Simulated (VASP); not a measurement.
Something may be wrong with this VASP 6.6.1 calculation of Mo.

Contents of INCAR:

```
SYSTEM = Mo
PREC     = Accurate       ! precision mode
ENCUT    = 600            ! plane-wave cutoff, eV
EDIFF    = 1E-7           ! SCF threshold, eV
ISMEAR   = -1             ! smearing method
SIGMA    = 0.05           ! smearing width, eV
LREAL    = .FALSE.        ! projectors in reciprocal space
LASPH    = .TRUE.         ! aspherical terms in the spheres
NELM     = 61             ! most SCF steps
ALGO     = Fast           ! electronic algorithm
ISIF     = 3              ! what is computed and relaxed
LWAVE    = .FALSE.        ! write WAVECAR
LCHARG   = .FALSE.        ! write CHGCAR
IBRION   = 2              ! ionic algorithm
NSW      = 3              ! ionic steps
EDIFFG   = -0.01          ! ionic threshold
```

KPOINTS

```
regular mesh
0
G
  12 12 12
  0 0 0
```

The input POSCAR:

```
Mo
1.0
   -1.5838089719      1.5838089719      1.5838089719
    1.5838089719     -1.5838089719      1.5838089719
    1.5838089719      1.5838089719     -1.5838089719
Mo
1
Direct
    0.0000000000      0.0000000000      0.0000000000
```

Potentials or basis: VASP PAW LDA potentials, release 64 (Mo_sv).

The run is started by

```console
$ cat potpaw_LDA.64/Mo_sv/POTCAR > POTCAR
$ mpirun -np 1 vasp_std > vasp.out
```

OUTCAR:

```text
SYSTEM = Mo
   PREC = Accurate
   ENCUT = 600
   EDIFF = 1E-7
   ISMEAR = -1
   LREAL = .FALSE.
   LASPH = .TRUE.
   NELM = 61
   ISIF = 3
   IBRION = 2
   NSW = 3
   EDIFFG = -0.01

 ion  position               nearest neighbor table
   1  0.000  0.000  0.000-

  LATTYP: Found a body centered cubic cell.
 ALAT       =     3.1676179438

  Lattice vectors:

 A1 = (  -1.5838089719,   1.5838089719,   1.5838089719)
 A2 = (   1.5838089719,  -1.5838089719,   1.5838089719)
 A3 = (   1.5838089719,   1.5838089719,  -1.5838089719)

Analysis of symmetry for initial positions (statically):
[... 264 lines left out ...]
      1     -47.9883      2.00000
      2     -21.3557      2.00000
      3     -21.3557      2.00000
      4     -21.3557      2.00000
      5       5.6351      2.00000
      6      11.5225      2.00000
      7      11.5225      2.00000
      8      11.5225      2.00000
      9      14.6350      0.00000
     10      14.6350      0.00000
     11      27.8258      0.00000
[... 309 lines left out ...]
 k-point    24 :       0.4167    0.0833    0.0833
  band No.  band energies     occupation
      1     -47.6758      2.00000
      2     -22.8161      2.00000
      3     -21.9270      2.00000
      4     -21.4756      2.00000
      5       8.0441      2.00000
      6       9.4029      2.00000
      7      13.3928      0.00010
      8      14.8603      0.00000
      9      15.3690      0.00000
     10      19.6248      0.00000
     11      24.4069      0.00000

 [... further k-points ...]

------------------------ aborting loop because EDIFF is reached ----------------------------------------

  FORCE on cell =-STRESS in cart. coord.  units (eV):
  Direction    XX          YY          ZZ          XY          YZ          ZX
  --------------------------------------------------------------------------------------
  -------------------------------------------------------------------------------------
  Total       -0.0947129     -0.0947129     -0.0947129     -0.0000000      0.0000000      0.0000000
  in kB      -10.0031774    -10.0031774    -10.0031774     -0.0000000      0.0000000      0.0000000
  external PRESSURE =     -10.0031774 kB  Pullay stress =       0.0000000 kB
[... 16 lines left out ...]
  FREE ENERGIE OF THE ION-ELECTRON SYSTEM (eV)
  ---------------------------------------------------
  free  energy   TOTEN  =       -12.1473603474 eV

  energy  without entropy=      -12.1452555121  energy(sigma->0) =      -12.14630793
```

On the terminal:

```text
POSCAR found type information on POSCAR Mo
 POSCAR found :  1 types and       1 ions
 scaLAPACK will be used
 LDA part: xc-table for (Slater(with rela. corr.)+CA(PZ))
 , standard interpolation
 POSCAR, INCAR and KPOINTS ok, starting setup
 FFT: planning ... GRIDC
 FFT: planning ... GRID_SOFT
 FFT: planning ... GRID
 WAVECAR not read
 entering main loop
 curvature:   0.00 expect dE= 0.000E+00 dE for cont linesearch  0.000E+00
 trial: gam= 0.00000 g(F)=  0.237E-62 g(S)=  0.248E+00 ort = 0.000E+00 (trialstep = 0.100E+01)
 search vector abs. value=  0.248E+00
 bond charge predicted
 trial-energy change:    0.297060  1 .order    0.324625   -0.248344    0.897593
 step:   0.2433(harm=  0.2167)  dis= 0.00000  next Energy=   -12.144886 (dE=-0.306E-01)
 bond charge predicted
 curvature:  -0.11 expect dE=-0.141E-03 dE for cont linesearch -0.141E-03
 ZBRENT: interpolating
 opt :   0.2581  next Energy=   -12.147494 (dE=-0.332E-01)
```

Problem. What happened, and what is wrong with the input?

Solution. No converged result was reached. The input holds a flaw that was put in on purpose: too few ionic steps (NSW = 3).
